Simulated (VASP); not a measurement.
Method: PBEsol GGA, VASP's PBE PAW potentials (set 64) (plane waves; VASP).

A VASP calculation is set up with these files.

File POSCAR:
```
Li3N
1
    1.8060453801    -3.1281626268     0.0000000000
    1.8060453801     3.1281626268     0.0000000000
    0.0000000000     0.0000000000     3.8475747633
Li N
3 1
Direct
  0.3333330000   0.6666670000   0.0000000000
  0.6666670000   0.3333330000   0.0000000000
  0.0000000000   0.0000000000   0.5000000000
  0.0000000000   0.0000000000  -0.0129951991
```

**INCAR**
```
ENCUT = 600
LWAVE = .FALSE.
EDIFF = 1E-7
LREAL = .FALSE.
ALGO = Normal   ! blocked Davidson
GGA = PS   ! PBEsol
LCHARG = .FALSE.
SYSTEM = Li3N
NELM = 100
PREC = Accurate
SIGMA = 0.05   ! width (eV)
ISIF = 2
LASPH = .TRUE.
ISMEAR = 0   ! Gaussian
```

### KPOINTS
```
Regular mesh
0
G
  6 6 6
```

POTCAR, in this order: Li_sv N (PBE.64 set). Program: vasp_std.

Output of the run:

### OSZICAR
```
       N       E                     dE             d eps       ncg     rms          rms(c)
DAV:   1     0.619590741819E+02    0.61959E+02   -0.72286E+03   616   0.147E+03
DAV:   2    -0.109644395980E+02   -0.72924E+02   -0.68006E+02   835   0.280E+02
DAV:   3    -0.189939246147E+02   -0.80295E+01   -0.79819E+01   866   0.845E+01
DAV:   4    -0.200700186653E+02   -0.10761E+01   -0.10746E+01  1060   0.237E+01
DAV:   5    -0.200839790532E+02   -0.13960E-01   -0.13960E-01   796   0.350E+00    0.947E+00
DAV:   6    -0.163812680098E+02    0.37027E+01   -0.23255E+01   754   0.236E+01    0.441E+00
DAV:   7    -0.162114292830E+02    0.16984E+00   -0.14263E+00   843   0.734E+00    0.223E+00
DAV:   8    -0.161220936988E+02    0.89336E-01   -0.37888E-01   725   0.514E+00    0.103E+00
DAV:   9    -0.161140291739E+02    0.80645E-02   -0.43869E-02   831   0.140E+00    0.326E-01
DAV:  10    -0.161146739621E+02   -0.64479E-03   -0.32081E-03   822   0.393E-01    0.680E-02
DAV:  11    -0.161145295127E+02    0.14445E-03   -0.10905E-03   815   0.175E-01    0.270E-02
DAV:  12    -0.161145358353E+02   -0.63226E-05   -0.92874E-05   813   0.646E-02    0.104E-02
DAV:  13    -0.161145315608E+02    0.42744E-05   -0.23482E-05   806   0.286E-02    0.136E-03
DAV:  14    -0.161145315995E+02   -0.38627E-07   -0.99511E-07   818   0.926E-03
   1 F= -.16114532E+02 E0= -.16114532E+02  d E =-.591517E-14
```

OUTCAR:
```
------------------------ aborting loop because EDIFF is reached ----------------------------------------
  FORCE on cell =-STRESS in cart. coord.  units (eV):
  Direction    XX          YY          ZZ          XY          YZ          ZX
  --------------------------------------------------------------------------------------
  Total       -0.0729802     -0.0729802      0.0384780      0.0000000      0.0000000     -0.0000000
  in kB       -2.6895565     -2.6895570      1.4180400      0.0000000      0.0000000     -0.0000000
  external PRESSURE =      -1.3203578 kB  Pullay stress =       0.0000000 kB
  volume of cell :       43.47
      direct lattice vectors                 reciprocal lattice vectors
     1.806045380 -3.128162627  0.000000000     0.276847972 -0.159838237  0.000000000
     1.806045380  3.128162627  0.000000000     0.276847972  0.159838237  0.000000000
     0.000000000  0.000000000  3.847574763     0.000000000  0.000000000  0.259903981
 POSITION                                       TOTAL-FORCE (eV/Angst)
 -----------------------------------------------------------------------------------
      1.80605      1.04272      0.00000         0.000000     -0.000000     -0.116966
      1.80605     -1.04272      0.00000        -0.000000     -0.000000     -0.116966
      0.00000      0.00000      1.92379         0.000000     -0.000000     -0.322897
      0.00000      0.00000      3.79757         0.000000      0.000000      0.556829
 -----------------------------------------------------------------------------------
    total drift:                                0.000000      0.000000      0.001020
  FREE ENERGIE OF THE ION-ELECTRON SYSTEM (eV)
  ---------------------------------------------------
  free  energy   TOTEN  =       -16.1145315995 eV

  energy  without entropy=      -16.1145315995  energy(sigma->0) =      -16.11453160
```
(Selected blocks of OUTCAR.)

### OUTCAR
```
 val. band max:        1.3562595128   @ k =   0.0000   0.0000   0.5000

 cond. band min:       2.4343221438   @ k =   0.0000   0.0000   0.0000


 Fermi energy:         1.6037924359

 k-point     1 :       0.0000    0.0000    0.0000
  band No.  band energies     occupation
      1     -42.4675      2.00000
      2     -42.0850      2.00000
      3     -41.9740      2.00000
      4     -10.0689      2.00000
      5      -0.2411      2.00000
      6       1.1473      2.00000
      7       1.1474      2.00000
      8       2.4343      0.00000
      9       8.6475      0.00000
     10       8.6476      0.00000
     11       9.6939      0.00000

 k-point     2 :       0.1667    0.0000    0.0000
  band No.  band energies     occupation
      1     -42.4441      2.00000
      2     -42.1071      2.00000
      3     -41.9740      2.00000
      4     -10.0421      2.00000
      5      -0.0602      2.00000
      6       0.3087      2.00000
      7       0.8364      2.00000
      8       3.2381      0.00000
      9       8.6501      0.00000
     10       9.3812      0.00000
     11       9.4008      0.00000

 k-point     3 :       0.3333   -0.0000    0.0000
  band No.  band energies     occupation
      1     -42.3842      2.00000
      2     -42.1645      2.00000
      3     -41.9742      2.00000
      4      -9.9898      2.00000
      5      -0.6372      2.00000
      6       0.3217      2.00000
      7       0.3458      2.00000
      8       4.4667      0.00000
      9       7.6168      0.00000
     10       8.7393      0.00000
     11      10.5712      0.00000

 k-point     4 :       0.5000    0.0000    0.0000
  band No.  band energies     occupation
      1     -42.3362      2.00000
      2     -42.2110      2.00000
      3     -41.9742      2.00000
      4      -9.9635      2.00000
      5      -0.9933      2.00000
      6       0.1013      2.00000
      7       0.5777      2.00000
      8       5.8828      0.00000
      9       6.0320      0.00000
...
```

The compound is Li3N in the alpha structure. This cell was strained or had an atom moved on purpose.
